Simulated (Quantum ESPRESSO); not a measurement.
# GaN/AlN(110) interfaces, stepped through the in-plane cubic lattice constant, part 3 of 10

Wanted: a table for GaN/AlN(110) interfaces against the in-plane cubic lattice constant, and what can be fitted to it.

Quantum ESPRESSO 7.5; plane-wave DFT, LDA, GBRV ultrasoft pseudopotentials.

So far. Step 2 (Relaxing cell and ions, 4.261 Å):  The last row is no step: it is a fresh SCF in the final cell with a new plane-wave basis, +0 meV from the row before.

### 5. Relaxing cell and ions, 4.261 Å

System of this step: AlN, held at a = 4.261 Å in the (110) plane. The structure is orthorhombic, space group Imm2 (No. 44). Conventional cell: a = 3.013 Å, b = 3.087 Å, c = 4.261 Å, α = 90.00°, β = 90.00°, γ = 90.00°. Nearest to Al lie 4 N at 1.85 to 1.88 Å. Nearest to N lie 4 Al at 1.85 to 1.88 Å. Farther neighbours and most contacts between anions are not listed.

m0.relax.in

```
&control
  prefix = 'm0.relax'
  outdir = './out'
  pseudo_dir = './pseudo'
  nstep = 70
  forc_conv_thr = 0.0004
  calculation = 'vc-relax'
/
&system
  ibrav = 0
  nat = 4
  ntyp = 2
  ecutwfc = 48
  ecutrho = 240
  occupations = 'smearing'
  smearing = 'fd'
  degauss = 0.002
/
&electrons
  conv_thr = 1e-09
  mixing_beta = 0.4
  electron_maxstep = 120
/
&ions
/
&cell
  cell_dofree = 'z'
  press_conv_thr = 0.4
/
ATOMIC_SPECIES
  Al  26.9815  al_lda_v1.uspp.F.UPF
  N   14.0070  n_lda_v1.2.uspp.F.UPF
CELL_PARAMETERS angstrom
  4.26100000000000 0.00000000000000 0.00000000000000
  0.00000000000000 3.01298199463588 0.00000000000000
  0.00000000000000 0.00000000000000 3.08680005350446
ATOMIC_POSITIONS crystal
  Al  0.000000000000 0.000000000000 0.000000000000
  N   0.250000000000 0.500000000000 0.000000000000
  Al  0.500000000000 0.500000000000 0.500000000000
  N   0.750000000000 0.000000000000 0.500000000000
K_POINTS automatic
  3 4 4 0 0 0
```

Command:

```console
$ OMP_NUM_THREADS=1 mpirun -n 4 pw.x -nk 2 -in m0.relax.in > m0.relax.out
```

The program printed:

```text
[banner, memory and clock lines left out]
Program PWSCF v.7.5 starts

          URL

     Found identity + ( -0.5000 -0.5000 -0.5000) symmetry
     This is a supercell, fractional translations are disabled
     Message from routine setup:
     using ibrav=0 with symmetry is DISCOURAGED, use correct ibrav instead

     bravais-lattice index     =            0
     lattice parameter (alat)  =       8.0521  a.u.
     unit-cell volume          =     267.4319 (a.u.)^3
     number of atoms/cell      =            4
     number of atomic types    =            2
     number of electrons       =        16.00
     number of Kohn-Sham states=           12
     kinetic-energy cutoff     =      48.0000  Ry
     charge density cutoff     =     240.0000  Ry
     scf convergence threshold =      1.0E-09
     mixing beta               =       0.4000
     number of iterations used =            8  plain     mixing
     energy convergence thresh.=      1.0E-04
     force convergence thresh. =      4.0E-04
     press convergence thresh. =      4.0E-01
     Exchange-correlation= SLA  PZ   NOGX NOGC
                           (   1   1   0   0   0   0   0)
     nstep                     =           70

     celldm(1)=   8.052123  celldm(2)=   0.000000  celldm(3)=   0.000000
     celldm(4)=   0.000000  celldm(5)=   0.000000  celldm(6)=   0.000000

     crystal axes: (cart. coord. in units of alat)
               a(1) = (   1.000000   0.000000   0.000000 )
               a(2) = (   0.000000   0.707107   0.000000 )
               a(3) = (   0.000000   0.000000   0.724431 )

     reciprocal axes: (cart. coord. in units 2 pi/alat)
               b(1) = (  1.000000  0.000000  0.000000 )
               b(2) = (  0.000000  1.414214  0.000000 )
               b(3) = (  0.000000  0.000000  1.380394 )

     PseudoPot. # 1 for Al read from file:
     ./pseudo/al_lda_v1.uspp.F.UPF
     Pseudo is Ultrasoft + core correction, Zval =  3.0
     Generated by new atomic code, or converted to UPF format
     Using radial grid of  893 points,  3 beta functions with:
                l(1) =   0
                l(2) =   1
                l(3) =   2
     Q(r) pseudized with  8 coefficients,  rinner =    0.900   0.900   0.900
                                                       0.900   0.900

     PseudoPot. # 2 for N  read from file:
     ./pseudo/n_lda_v1.2.uspp.F.UPF
     Pseudo is Ultrasoft + core correction, Zval =  5.0
     Generated by new atomic code, or converted to UPF format
     Using radial grid of  729 points,  4 beta functions with:
                l(1) =   0
                l(2) =   0
                l(3) =   1
                l(4) =   1
     Q(r) pseudized with  8 coefficients,  rinner =    0.900   0.900   0.900

     atomic species   valence    mass     pseudopotential
     Al                3.00    26.98150     Al( 1.00)
     N                 5.00    14.00700     N ( 1.00)

      4 Sym. Ops. (no inversion) found

   Cartesian axes

     site n.     atom                  positions (alat units)
         1        Al     tau(   1) = (   0.0000000   0.0000000   0.0000000  )
         2        N      tau(   2) = (   0.2500000   0.3535534   0.0000000  )
         3        Al     tau(   3) = (   0.5000000   0.3535534   0.3622154  )
         4        N      tau(   4) = (   0.7500000   0.0000000   0.3622154  )

     number of k points=    18  Fermi-Dirac smearing, width (Ry)=  0.0020
                       cart. coord. in units 2pi/alat
        k(    1) = (   0.0000000   0.0000000   0.0000000), wk =   0.0416667
        k(    2) = (   0.0000000   0.0000000   0.3450985), wk =   0.0833333
        k(    3) = (   0.0000000   0.0000000  -0.6901970), wk =   0.0416667
        k(    4) = (   0.0000000   0.3535534   0.0000000), wk =   0.0833333
        k(    5) = (   0.0000000   0.3535534   0.3450985), wk =   0.1666667
        k(    6) = (   0.0000000   0.3535534  -0.6901970), wk =   0.0833333
        k(    7) = (   0.0000000  -0.7071068   0.0000000), wk =   0.0416667
        k(    8) = (   0.0000000  -0.7071068   0.3450985), wk =   0.0833333
        k(    9) = (   0.0000000  -0.7071068  -0.6901970), wk =   0.0416667
        k(   10) = (   0.3333333   0.0000000   0.0000000), wk =   0.0833333
        k(   11) = (   0.3333333   0.0000000   0.3450985), wk =   0.1666667
        k(   12) = (   0.3333333   0.0000000  -0.6901970), wk =   0.0833333
        k(   13) = (   0.3333333   0.3535534   0.0000000), wk =   0.1666667
        k(   14) = (   0.3333333   0.3535534   0.3450985), wk =   0.3333333
        k(   15) = (   0.3333333   0.3535534  -0.6901970), wk =   0.1666667
        k(   16) = (   0.3333333  -0.7071068   0.0000000), wk =   0.0833333
        k(   17) = (   0.3333333  -0.7071068   0.3450985), wk =   0.1666667
        k(   18) = (   0.3333333  -0.7071068  -0.6901970), wk =   0.0833333

     Dense  grid:    16791 G-vectors     FFT dimensions: (  40,  30,  30)

     Smooth grid:    12035 G-vectors     FFT dimensions: (  36,  25,  25)

     Initial potential from superposition of free atoms

     starting charge      15.9956, renormalised to      16.0000
     Starting wfcs are   16 randomized atomic wfcs

     per-process dynamical memory:    14.7 Mb

     Self-consistent Calculation

     iteration #  1     ecut=    48.00 Ry     beta= 0.40
     Davidson diagonalization with overlap
     ethr =  1.00E-02,  avg # of iterations =  3.9

     total energy              =     -53.77036956 Ry
     estimated scf accuracy    <       1.25504445 Ry

     iteration #  2     ecut=    48.00 Ry     beta= 0.40
     Davidson diagonalization with overlap
     ethr =  7.84E-03,  avg # of iterations =  2.0

     total energy              =     -54.03496797 Ry
     estimated scf accuracy    <       0.03095634 Ry

     iteration #  3     ecut=    48.00 Ry     beta= 0.40
     Davidson diagonalization with overlap
     ethr =  1.93E-04,  avg # of iterations =  4.4

     total energy              =     -54.03338646 Ry
     estimated scf accuracy    <       0.01056301 Ry

     iteration #  4     ecut=    48.00 Ry     beta= 0.40
     Davidson diagonalization with overlap
     ethr =  6.60E-05,  avg # of iterations =  2.2

     total energy              =     -54.03397199 Ry
     estimated scf accuracy    <       0.00138338 Ry

     iteration #  5     ecut=    48.00 Ry     beta= 0.40
     Davidson diagonalization with overlap
     ethr =  8.65E-06,  avg # of iterations =  1.9

     total energy              =     -54.03406490 Ry
     estimated scf accuracy    <       0.00010704 Ry

     iteration #  6     ecut=    48.00 Ry     beta= 0.40
[...]
per-process dynamical memory:    17.0 Mb

     Self-consistent Calculation

     iteration #  1     ecut=    48.00 Ry     beta= 0.40
     Davidson diagonalization with overlap
     c_bands:  1 eigenvalues not converged
     c_bands:  1 eigenvalues not converged
     c_bands:  2 eigenvalues not converged
     ethr =  1.00E-06,  avg # of iterations = 14.5

     total energy              =     -53.77804228 Ry
     estimated scf accuracy    <       1.23868767 Ry

     iteration #  2     ecut=    48.00 Ry     beta= 0.40
     Davidson diagonalization with overlap
     ethr =  7.74E-03,  avg # of iterations =  2.0

     total energy              =     -54.03567884 Ry
     estimated scf accuracy    <       0.02956837 Ry

     iteration #  3     ecut=    48.00 Ry     beta= 0.40
     Davidson diagonalization with overlap
     ethr =  1.85E-04,  avg # of iterations =  1.8

     total energy              =     -54.03397106 Ry
     estimated scf accuracy    <       0.01048513 Ry

     iteration #  4     ecut=    48.00 Ry     beta= 0.40
     Davidson diagonalization with overlap
     ethr =  6.55E-05,  avg # of iterations =  2.0

     total energy              =     -54.03456264 Ry
     estimated scf accuracy    <       0.00143740 Ry

     iteration #  5     ecut=    48.00 Ry     beta= 0.40
     Davidson diagonalization with overlap
     ethr =  8.98E-06,  avg # of iterations =  2.9

     total energy              =     -54.03467674 Ry
     estimated scf accuracy    <       0.00008926 Ry

     iteration #  6     ecut=    48.00 Ry     beta= 0.40
     Davidson diagonalization with overlap
     ethr =  5.58E-07,  avg # of iterations =  2.7

     total energy              =     -54.03471349 Ry
     estimated scf accuracy    <       0.00001278 Ry

     iteration #  7     ecut=    48.00 Ry     beta= 0.40
     Davidson diagonalization with overlap
     ethr =  7.99E-08,  avg # of iterations =  1.0

     total energy              =     -54.03471116 Ry
     estimated scf accuracy    <       0.00000745 Ry

     iteration #  8     ecut=    48.00 Ry     beta= 0.40
     Davidson diagonalization with overlap
     ethr =  4.65E-08,  avg # of iterations =  2.0

     total energy              =     -54.03471243 Ry
     estimated scf accuracy    <       0.00000006 Ry

     iteration #  9     ecut=    48.00 Ry     beta= 0.40
     Davidson diagonalization with overlap
     ethr =  3.46E-10,  avg # of iterations =  2.0

     total energy              =     -54.03471244 Ry
     estimated scf accuracy    <       0.00000002 Ry

     iteration # 10     ecut=    48.00 Ry     beta= 0.40
     Davidson diagonalization with overlap
     ethr =  1.31E-10,  avg # of iterations =  2.0

     total energy              =     -54.03471244 Ry
     estimated scf accuracy    <          8.4E-10 Ry

     iteration # 11     ecut=    48.00 Ry     beta= 0.40
     Davidson diagonalization with overlap
     ethr =  5.27E-12,  avg # of iterations =  2.1

     total energy              =     -54.03471244 Ry
     estimated scf accuracy    <          8.1E-11 Ry

     iteration # 12     ecut=    48.00 Ry     beta= 0.40
     Davidson diagonalization with overlap
     ethr =  5.04E-13,  avg # of iterations =  2.0

     End of self-consistent calculation

          k = 0.0000 0.0000 0.0000 (  1497 PWs)   bands (ev):

    -8.0220  -4.9809   2.1021   4.9091   5.3978   6.9748   7.1744   7.2637
    10.2801  11.6794  15.5855  19.3452

          k = 0.0000 0.0000 0.3425 (  1523 PWs)   bands (ev):

    -7.4147  -5.0571   2.7364   3.1419   4.8070   5.7974   6.4049   7.1841
    12.2646  13.6177  17.1141  18.6157

          k = 0.0000 0.0000-0.6849 (  1508 PWs)   bands (ev):

    -5.9846  -5.9846   2.6017   2.6017   4.5251   4.5251   6.6533   6.6533
    14.9795  14.9795  16.7310  16.7310

          k = 0.0000 0.3536 0.0000 (  1515 PWs)   bands (ev):

    -7.3669  -4.9795   2.7949   3.3569   4.9694   5.3731   6.4806   6.9259
    12.0380  13.4740  17.2669  18.8477

          k = 0.0000 0.3536 0.3425 (  1505 PWs)   bands (ev):

    -6.8058  -4.9486   3.1843   3.4917   4.1944   4.2552   6.1110   6.1318
    13.1111  13.1753  17.4590  18.4722

          k = 0.0000 0.3536-0.6849 (  1500 PWs)   bands (ev):

    -5.5665  -5.5665   2.6030   2.6030   4.8807   4.8807   5.3735   5.3735
    12.4811  12.4811  17.2516  17.2516

          k = 0.0000-0.7071 0.0000 (  1532 PWs)   bands (ev):

    -5.8466  -5.8466   2.6547   2.6547   4.6279   4.6279   6.3624   6.3624
    14.8593  14.8593  16.2765  16.2765

          k = 0.0000-0.7071 0.3425 (  1520 PWs)   bands (ev):

    -5.4859  -5.4859   2.5655   2.5655   4.9368   4.9368   5.3325   5.3325
    12.3575  12.3575  17.1653  17.1653

          k = 0.0000-0.7071-0.6849 (  1516 PWs)   bands (ev):

    -5.0533  -5.0533   1.9482   1.9482   5.2875   5.2875   5.2885   5.2885
    10.3843  10.3843  15.7964  15.7964

          k = 0.3333 0.0000 0.0000 (  1510 PWs)   bands (ev):

    -7.4378  -5.9797   3.1933   5.3459   5.4342   5.8005   6.3627   6.7225
    11.9189  13.3144  16.3842  18.3306

          k = 0.3333 0.0000 0.3425 (  1524 PWs)   bands (ev):

    -6.9020  -5.7268   2.0310   3.1925   5.2897   6.1214   6.8148   6.8698
    13.5981  14.1874  17.0463  17.8325

          k = 0.3333 0.0000-0.6849 (  1526 PWs)   bands (ev):

    -5.8510  -5.8510   1.2011   1.2011   6.2779   6.2779   6.6903   6.6903
    15.1459  15.1459  16.3595  16.3595

          k = 0.3333 0.3536 0.0000 (  1522 PWs)   bands (ev):

    -6.8525  -5.6660   2.2314   3.3975   5.3336   5.7296   6.5049   6.8714
    13.3757  14.0163  17.0643  18.0954

          k = 0.3333 0.3536 0.3425 (  1512 PWs)   bands (ev):

    -6.3634  -5.4222   2.4355   3.1032   3.8499   5.2224   6.0761   6.6377
    14.0625  14.6181  17.0553  17.2251

          k = 0.3333 0.3536-0.6849 (  1506 PWs)   bands (ev):

    -5.4622  -5.4622   1.8812   1.8812   4.7201   4.7201   6.0024   6.0024
    13.5799  13.5799  17.1937  17.1937

          k = 0.3333-0.7071 0.0000 (  1512 PWs)   bands (ev):

    -5.7175  -5.7175   1.3269   1.3269   6.2573   6.2573   6.4054   6.4054
    14.8738  14.8738  16.2302  16.2302

          k = 0.3333-0.7071 0.3425 (  1514 PWs)   bands (ev):

    -5.3851  -5.3851   1.9419   1.9419   4.6498   4.6498   5.9332   5.9332
    13.4806  13.4806  16.9859  16.9859

          k = 0.3333-0.7071-0.6849 (  1492 PWs)   bands (ev):

    -4.9942  -4.9942   2.5782   2.5782   4.1991   4.1991   4.4480   4.4480
    12.4559  12.4559  17.5440  17.5440

     the Fermi energy is     9.1505 ev

!    total energy              =     -54.03471244 Ry
     estimated scf accuracy    <          1.6E-12 Ry
     smearing contrib. (-TS)   =       0.00000000 Ry
     internal energy E=F+TS    =     -54.03471244 Ry

     The total energy is F=E-TS. E is the sum of the following terms:
     one-electron contribution =      -1.15335731 Ry
     hartree contribution      =      11.02773297 Ry
     xc contribution           =     -19.68320606 Ry
     ewald contribution        =     -44.22588205 Ry

     convergence has been achieved in  12 iterations

     Forces acting on atoms (cartesian axes, Ry/au):

     atom    1 type  1   force =    -0.00000211    0.00000000    0.00000000
     atom    2 type  2   force =     0.00000218    0.00000000    0.00000000
     atom    3 type  1   force =    -0.00000218    0.00000000    0.00000000
     atom    4 type  2   force =     0.00000211    0.00000000    0.00000000

     Total force =     0.000004     Total SCF correction =     0.000000
     SCF correction compared to forces is large: reduce conv_thr to get better values

     Computing stress (Cartesian axis) and pressure

          total   stress  (Ry/bohr**3)                   (kbar)     P=       63.97
   0.00048465   0.00000000   0.00000000           71.29        0.00        0.00
   0.00000000   0.00082048   0.00000000            0.00      120.70        0.00
   0.00000000   0.00000000  -0.00000055            0.00        0.00       -0.08

     XML data file, charge density, pseudopotentials, collected wavefunctions

                                        0.00s GPU  (    1258 calls)
```

Wall time 8.1 s (4 MPI ranks of Intel Xeon at 2.70GHz, shared host); peak memory 0.24 GiB; 31 s of CPU time.

Relaxation path:

```csv
step,energy less that of the first step (eV),largest force (eV/Å),volume (Å³)
1,0.0000,0.2803,39.63
2,-0.0060,0.1239,39.76
3,-0.0081,0.0020,39.93
4,-0.0081,0.0000,39.94
5,-0.0083,0.0001,39.94
```

```csv
cell as run,before,after,change
a (Å),4.261,4.261,+0.0 %
b (Å),3.013,3.013,+0.0 %
c (Å),3.087,3.111,+0.8 %
volume (Å³/atom),9.91,9.98,+0.8 %
```

The atoms that moved most (Å, as changes of fractional coordinates times the final cell):

```csv
atom,dx,dy,dz,length
N4,0.011,0.000,0.000,0.011
Al1,-0.011,0.000,0.000,0.011
Al3,-0.011,0.000,0.000,0.011
N2,0.011,0.000,0.000,0.011
```

The relaxed structure:

```cif
data_structure
_symmetry_space_group_name_H-M 'P 1'
_symmetry_Int_Tables_number 1
_cell_length_a 4.2610
_cell_length_b 3.0130
_cell_length_c 3.1107
_cell_angle_alpha 90.000
_cell_angle_beta 90.000
_cell_angle_gamma 90.000
_cell_volume 39.94
loop_
_atom_site_label
_atom_site_type_symbol
_atom_site_fract_x
_atom_site_fract_y
_atom_site_fract_z
_atom_site_occupancy
Al1 Al 0.99742 0.00000 0.00000 1
N2 N 0.25258 0.50000 0.00000 1
Al3 Al 0.49742 0.50000 0.50000 1
N4 N 0.75258 0.00000 0.50000 1
```

 The last row is no step: it is a fresh SCF in the final cell with a new plane-wave basis, -0 meV from the row before.

This step gave:

```
free energy  : -735.1797 eV
Fermi energy : 9.150 eV
```

(Part 3 of 10 ends here.)

[Logs are printed without paths, hosts, clocks, repeated set-up lines and the standing remarks that a program may print on its own settings, such as how far it seeks lower states.]

[Hosts, paths, dates, database ids (printed as entryN), source tags and the programs' standing remarks are cut or masked in the printed files.]

[Maps of the electrostatic potential energy from Ansatz leave out the sawtooth potential of an applied field or a dipole correction, so their vacuum need not be flat; planar profiles and work functions include it.]
